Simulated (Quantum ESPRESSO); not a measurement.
**WS2 (Tungstenite) under changes of volume**

One of the cells (18.245 Å³/atom); the others are scaled copies at fixed shape and fractional positions:

```
W S
1.0
     3.18000    0.00000    0.00000
    -1.59000    2.75396    0.00000
     0.00000    0.00000   12.50000
W S
2 4
Direct
  0.66667 0.33333 0.75000
  0.33333 0.66667 0.25000
  0.66667 0.33333 0.37500
  0.33333 0.66667 0.87500
  0.66667 0.33333 0.12500
  0.33333 0.66667 0.62500
```

```yaml
Program: Quantum ESPRESSO 7.5
Functional: PBEsol
Potentials_or_basis: GBRV 1.5 PBEsol
Cutoff: 762 eV
Density_cutoff: 6095 eV
k_mesh: 10 × 10 × 3
Occupations: fermi-dirac, width 0.05 eV
Spin: no spin polarisation
```

| volume (Å³/atom) | energy over the lowest point (meV/atom) | pressure (GPa) | gap on the mesh (eV) |
| --- | --- | --- | --- |
| 17.150 | ? | ? | ? |
| 17.515 | 5.90 | 4.5 | 1.03 |
| 17.880 | 0.00 | 0.8 | 1.06 |
| 18.245 | 2.03 | -2.5 | 1.08 |
| 18.610 | 11.18 | -5.5 | 1.10 |
| 18.975 | 26.70 | -8.1 | 1.11 |
| 19.340 | 47.92 | -10.5 | 1.13 |

Q: What does the run at 17.150 Å³/atom give?

A: Energy over the lowest point 20.65 meV/atom; pressure 8.6 GPa; gap on the mesh 1.01 eV.

Worked out: A Birch-Murnaghan fit of order 3 (a polynomial in V^(-2/3)) to the other rows has its minimum at 17.96 Å³/atom with B0 = V·E''(V) = 167 GPa and B' = 4.4 at fixed shape and positions, which overstates the stiffness. It gives 20.68 meV/atom at 17.150 Å³/atom, against the run's 20.65, and -dE/dV = 8.6 GPa, against 8.6. A straight line through the other rows of the gap, of slope 0.967 eV per unit of ln V, extrapolates to 1.02 eV, against the run's 1.01.

Energies are extrapolated to zero smearing.

Caveats: spin-orbit coupling is left out, which moves the levels of the heavy elements; an odd mesh through Γ misses points on the zone boundary, where band edges often lie; this functional lacks dispersion, which binds the layers, so the pressure and a relaxed spacing across them are unreliable.
